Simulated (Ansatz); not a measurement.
# Ta (Im-3m) in Ansatz: reference runs

Reference runs on Ta: the cell as given and a disturbed copy.

Everything below comes from runs of Ansatz 0.2.0. Logs are shortened: lines on timing, memory, paths and dates and some standing lists are left out, and cuts for length are marked.

**1. The crystal as given**

It takes space group Im-3m (No. 229, cubic). The conventional cell has a = 3.303 Å, b = 3.303 Å, c = 3.303 Å, α = 90.00°, β = 90.00°, γ = 90.00°. Ta (site symmetry m-3m) has 8 Ta at 2.86 Å as nearest neighbours.

**2. Single point, PBE**

Input file input.yaml:

```yaml
crystal:
  lattice:
    - [-1.65128, 1.65128, 1.65128]
    - [1.65128, -1.65128, 1.65128]
    - [1.65128, 1.65128, -1.65128]
  atoms:
    - { symbol: Ta, position: [0.0, 0.0, 0.0] }
hamiltonian:
  xc: pbe
  pseudopotentials: { kind: paw }
kpoints:
  mp_grid: { grid: [11, 11, 11] }
scf:
  occupations: { method: fermi_dirac, width: 0.05 }
output:
  forces: true
  stress: true
  eigenvalues: true
```

Potentials or basis: Ansatz PAW.

On the command line:

```bash
> ansatz run input.yaml --threads 1 --pin off --max-ram 2560MiB --backend cpu --events-out ev --progress --plain --runs-dir out
```

Log:

```text
Warning: RAYON_NUM_THREADS=1 ignored (pool sized by the plan → 1); use --threads N
Engine: ansatz 0.2.0, aarch64-unknown-linux-gnu
Pseudopotentials: kind: paw
Pseudopotential: Ta, paw, valence charge 13, recommended cutoff 420 eV (normal), Ta.paw.azcp
Functional definition: PBE
  parameter kappa = 0.804
  parameter beta = 0.06672455060314922
  exchange = pbe_x(kappa = kappa, mu = beta*pi^2/3)
  correlation = pbe_c(beta = beta)
Crystal: 1 atoms, lattice volume = 18.010 Å³
Basis set: ecut = 420 eV, 369 PW (Γ), exchange–correlation on 40×40×40 points (8 copies of the dense FFT grid, shifted against one another)
Bands: 11, of which v1, the nominal top of the filled ones, is band 7 counted from 1 (6 counted from 0)
Symmetry: 48 space group operations
Space group: Im-3m (ITA 229), of the structure as read, at distance tolerance 2.6e-5 Å
k-points: 56 of 1331
Non-local potential: Ta, projectors of the file, l = 0: 3, l = 1: 2, l = 2: 2, l = 3: 1
PAW form: soft (Blöchl's): semilocal exchange-correlation on the pseudo side does not see the compensation charge
PAW one-centre angular grid: Ta, 590 points (default); XC on 64 Gauss nodes
Initial density: superposition of atomic densities (neutral atoms: chi_scale 0, normalization atom), corrected by the library's trained network
Initial wavefunctions: pseudopotential atomic-orbital guess
Functional: x = pbe(κ = 0.804, μ = 0.2195149727645171), c = pbe(β = 0.06672455060314922)
SCF iter   1: F=—  HF=-9932.256908 eV  |F-HF|=—  |Δ(HF+E_count)|=         —  Δρ=2.19e-3  dr2=2.52e-4  ethr=1.77e-3  ⟨swp⟩=5.8  Hψ=3537  notcnv=0
preconditioner: auto → none  [metal: Δε(μ)=0.091 eV  Ē_g=8.322 eV  σ=0.050 eV  W_gap=0.42  n_scr=0 (ndim 8)  ℏωp=19.6 eV  f_vac=0.000  D(μ)=0.92/eV (n_scr^D=12)]
SCF iter   2: F=—  HF=-9932.256761 eV  |F-HF|=—  |Δ(HF+E_count)|=   1.47e-4  Δρ=1.00e-3  dr2=5.17e-5  ethr=1.94e-6  ⟨swp⟩=2.3  Hψ=1379  notcnv=0
SCF iter   3: F=—  HF=-9932.256828 eV  |F-HF|=—  |Δ(HF+E_count)|=   6.69e-5  Δρ=1.56e-4  dr2=1.14e-6  ethr=3.98e-7  ⟨swp⟩=1.9  Hψ=728  notcnv=0
iter 4 did not close the SCF: its close was put off for the readings that it lacked (scf_convergence_deferred on its scf_iter line)
SCF iter   4: F=-9932.256829 eV  HF=-9932.256829 eV  |F-HF|=1.62e-8  |Δ(HF+E_count)|=   8.48e-7  Δρ=2.57e-5  dr2=3.78e-8  ethr=8.79e-9  ⟨swp⟩=2.1  Hψ=957  notcnv=0
iter 5 did not close the SCF: its close was put off for the readings that it lacked (scf_convergence_deferred on its scf_iter line)
SCF iter   5: F=-9932.256829 eV  HF=-9932.256829 eV  |F-HF|=1.65e-9  |Δ(HF+E_count)|=   1.09e-8  Δρ=9.09e-6  dr2=3.78e-9  ethr=2.91e-10  ⟨swp⟩=1.9  Hψ=697  notcnv=0
SCF iter   6: F=-9932.256829 eV  HF=-9932.256829 eV  |F-HF|=1.82e-12  |Δ(HF+E_count)|=   1.34e-9  Δρ=3.26e-7  dr2=6.94e-12  ethr=2.91e-11  ⟨swp⟩=2.2  Hψ=1914  notcnv=0
SCF 1 converged in 6 iterations: F = -9932.256829 eV  dr2 = 6.94e-12
SCF converged after 6 iterations
Free energy (F): -9932.256829 eV
Harris-Foulkes:  -9932.256829 eV  (|F-HF|=1.82e-12)
Internal energy: -9932.248464 eV  (E = F + TS)
E sigma→0 (E₀):  -9932.252647 eV
Entropy (-TS):   -0.008365 eV (-8.365 meV/atom)
Fermi energy:    18.638928 eV
--- Per-component energies (eV) ---
  E_band       = -103.253490
  E_kinetic    = 366.147265
  E_local      = -547.467237  (includes V_loc(G=0)·N_el)
  E_nonlocal   = 14.949401
  E_hartree    = 190.165443
  E_xc         = -218.535838
  E_vxc        = -204.154182  (∫ρ·V_xc dr)
  E_paw        = -8396.696218  (= ΣΔE_a)
  E_vpaw       = -113.059777  (= ΣTr[D̂ρ^β])
  E_aug_tail   = 0.000163  (compensation charges beyond the density's cutoff)
  E_ewald      = -1340.811443
  E_smearing   = -0.008365  (= −TS)
  E_closure    = -0.000000  (closes the sum)
  Σ components = -9932.256829   (vs F -9932.256829, Δ=0.00e0)
--- Forces (eV/Å), atoms counted from 1 ---
  atom   1  Ta    -0.00000000     0.00000000    -0.00000000
  max |Σ_I F_I| component: 3.29e-32 eV/Å
--- Stress (GPa, compression-positive) ---
        2.591089       0.000000      -0.000000
       -0.000000       2.591089      -0.000000
       -0.000000       0.000000       2.591089
  P = ⅓ Tr σ = 2.5911 GPa (25.911 kbar)
--- Band table (eV; the first three rows and the last of 56) ---
  k-point 0: bands = ["-48.4262", "-14.3757", "-14.3757", "-14.3757", "10.7432", "19.3795", "19.3795", "19.3795", "22.6540", "22.6540", "33.2633"]
  k-point 1: bands = ["-48.4170", "-14.4767", "-14.4069", "-14.3762", "11.1067", "19.1456", "19.2994", "19.7408", "22.3053", "22.6568", "33.5782"]
  k-point 2: bands = ["-48.3924", "-14.7408", "-14.4898", "-14.3777", "12.0916", "18.5792", "18.9196", "20.7938", "21.9543", "22.7126", "34.0208"]
  k-point 55: bands = ["-48.2273", "-15.1972", "-15.1793", "-15.1793", "14.9369", "14.9790", "24.4712", "24.4712", "25.2934", "26.6527", "28.4689"]
```

Wall time 0.79 s (1 thread of Arm Neoverse V1, shared host); peak memory 0.26 GiB.

Results:

| Quantity | Value |
| --- | --- |
| Free energy | -9932.2568 eV |
| Pressure | 2.6 GPa |
| Band gap on the k mesh | none (metal or under the smearing width) |

Levels at points of the mesh, in eV from the Fermi level:
```csv
k point,band 4,band 5,band 6,band 7,band 8,band 9
"(0.00, 0.00, 0.00)",-33.01,-7.90,0.74,0.74,0.74,4.02
```

The run has no spin-orbit coupling, so splittings on Ta are missing.

**3. Single point, PBE (cell strained at random at fixed volume)**

Input file input.yaml:

```yaml
crystal:
  lattice:
    - [-1.620734, 1.654648, 1.62924]
    - [1.697801, -1.62617, 1.677829]
    - [1.622436, 1.627872, -1.600762]
  atoms:
    - { symbol: Ta, position: [0.001911, -0.023575, -0.004103] }
hamiltonian:
  xc: pbe
  pseudopotentials: { kind: paw }
kpoints:
  mp_grid: { grid: [11, 11, 11] }
scf:
  occupations: { method: fermi_dirac, width: 0.05 }
output:
  forces: true
  stress: true
  eigenvalues: true
```

Potentials or basis: Ansatz PAW.

On the command line:

```bash
> ansatz run input.yaml --threads 1 --pin off --max-ram 2560MiB --backend cpu --events-out ev --progress --plain --runs-dir out
```

Log:

```text
Warning: RAYON_NUM_THREADS=1 ignored (pool sized by the plan → 1); use --threads N
[... 8 set-up lines as earlier in the session ...]
Crystal: 1 atoms, lattice volume = 18.010 Å³
Basis set: ecut = 420 eV, 355 PW (Γ), exchange–correlation on 40×40×40 points (8 copies of the dense FFT grid, shifted against one another)
Bands: 11, of which v1, the nominal top of the filled ones, is band 7 counted from 1 (6 counted from 0)
Symmetry: 2 space group operations
Space group: P-1 (ITA 2), of the structure as read, at distance tolerance 2.6e-5 Å
k-points: 666 of 1331
[... 6 set-up lines as earlier in the session ...]
SCF iter   1: F=—  HF=-9932.243331 eV  |F-HF|=—  |Δ(HF+E_count)|=         —  Δρ=2.53e-3  dr2=5.61e-4  ethr=1.77e-3  ⟨swp⟩=5.8  Hψ=42134  notcnv=0
preconditioner: auto → none  [metal: Δε(μ)=0.002 eV  Ē_g=8.323 eV  σ=0.050 eV  W_gap=0.01  n_scr=0 (ndim 8)  ℏωp=19.6 eV  f_vac=0.000  D(μ)=1.29/eV (n_scr^D=12)]
SCF iter   2: F=—  HF=-9932.243057 eV  |F-HF|=—  |Δ(HF+E_count)|=   2.74e-4  Δρ=1.06e-3  dr2=6.60e-5  ethr=4.32e-6  ⟨swp⟩=2.6  Hψ=16274  notcnv=0
SCF iter   3: F=—  HF=-9932.243113 eV  |F-HF|=—  |Δ(HF+E_count)|=   5.68e-5  Δρ=2.64e-4  dr2=3.46e-6  ethr=5.07e-7  ⟨swp⟩=1.7  Hψ=8527  notcnv=0
iter 4 did not close the SCF: its close was put off for the readings that it lacked (scf_convergence_deferred on its scf_iter line)
SCF iter   4: F=-9932.243118 eV  HF=-9932.243118 eV  |F-HF|=1.63e-8  |Δ(HF+E_count)|=   4.36e-6  Δρ=1.97e-5  dr2=4.00e-8  ethr=2.66e-8  ⟨swp⟩=2.1  Hψ=10569  notcnv=0
iter 5 did not close the SCF: its close was put off for the readings that it lacked (scf_convergence_deferred on its scf_iter line)
SCF iter   5: F=-9932.243118 eV  HF=-9932.243118 eV  |F-HF|=2.26e-10  |Δ(HF+E_count)|=   5.27e-9  Δρ=3.68e-6  dr2=6.67e-10  ethr=3.08e-10  ⟨swp⟩=2.9  Hψ=11967  notcnv=0
SCF iter   6: F=-9932.243118 eV  HF=-9932.243118 eV  |F-HF|=1.82e-12  |Δ(HF+E_count)|=  2.44e-10  Δρ=9.11e-7  dr2=4.03e-11  ethr=5.13e-12  ⟨swp⟩=1.3  Hψ=19689  notcnv=0
SCF 1 converged in 6 iterations: F = -9932.243118 eV  dr2 = 4.03e-11
SCF converged after 6 iterations
Free energy (F): -9932.243118 eV
Harris-Foulkes:  -9932.243118 eV  (|F-HF|=1.82e-12)
Internal energy: -9932.232421 eV  (E = F + TS)
E sigma→0 (E₀):  -9932.237769 eV
Entropy (-TS):   -0.010697 eV (-10.697 meV/atom)
Fermi energy:    18.636507 eV
--- Per-component energies (eV) ---
  E_band       = -103.253336
  E_kinetic    = 366.215065
  E_local      = -548.202954  (includes V_loc(G=0)·N_el)
  E_nonlocal   = 14.978531
  E_hartree    = 190.502902
  E_xc         = -218.548678
  E_vxc        = -204.171014  (∫ρ·V_xc dr)
  E_paw        = -8396.712066  (= ΣΔE_a)
  E_vpaw       = -113.078873  (= ΣTr[D̂ρ^β])
  E_aug_tail   = 0.000148  (compensation charges beyond the density's cutoff)
  E_ewald      = -1340.465367
  E_smearing   = -0.010697  (= −TS)
  E_closure    = 0.000000  (closes the sum)
  Σ components = -9932.243118   (vs F -9932.243118, Δ=0.00e0)
--- Forces (eV/Å), atoms counted from 1 ---
  atom   1  Ta     0.00000000     0.00000000     0.00000000
  max |Σ_I F_I| component: 0.00e0 eV/Å
--- Stress (GPa, compression-positive) ---
        2.405375      -0.246447      -4.396268
       -0.246447       3.699377      -1.491825
       -4.396268      -1.491825       2.852727
  P = ⅓ Tr σ = 2.9858 GPa (29.858 kbar)
--- Band table (eV; the first three rows and the last of 666) ---
  k-point 0: bands = ["-48.4254", "-14.4492", "-14.3708", "-14.2952", "10.7460", "19.0042", "19.2463", "19.8166", "22.6514", "22.7680", "32.7907"]
  k-point 1: bands = ["-48.4161", "-14.5040", "-14.3993", "-14.3464", "11.1101", "19.0097", "19.1763", "19.9423", "22.3427", "22.7076", "33.2575"]
  k-point 2: bands = ["-48.3909", "-14.7372", "-14.4977", "-14.3672", "12.0957", "18.5282", "18.9148", "20.8122", "21.9908", "22.7319", "33.9013"]
  k-point 665: bands = ["-48.3238", "-15.3784", "-14.7044", "-14.4341", "14.8577", "17.1934", "18.0498", "22.8930", "23.3318", "25.8463", "31.5445"]
```

Wall time 6.8 s (1 thread of Arm Neoverse V1, shared host); peak memory 0.4 GiB.

Results:

```
Free energy            : -9932.2431 eV
Pressure               : 3.0 GPa
Band gap on the k mesh : none (metal or under the smearing width)
```

Stress tensor (GPa, compression positive):
```
 2.41 -0.25 -4.40
-0.25  3.70 -1.49
-4.40 -1.49  2.85
```

Levels at points of the mesh, in eV from the Fermi level:
```csv
k point,band 5,band 6,band 7,band 8,band 9,band 10
"(0.00, 0.00, 0.00)",-7.89,0.37,0.61,1.18,4.01,4.13
```

Spin-orbit coupling is left out, which matters for the levels of Ta.
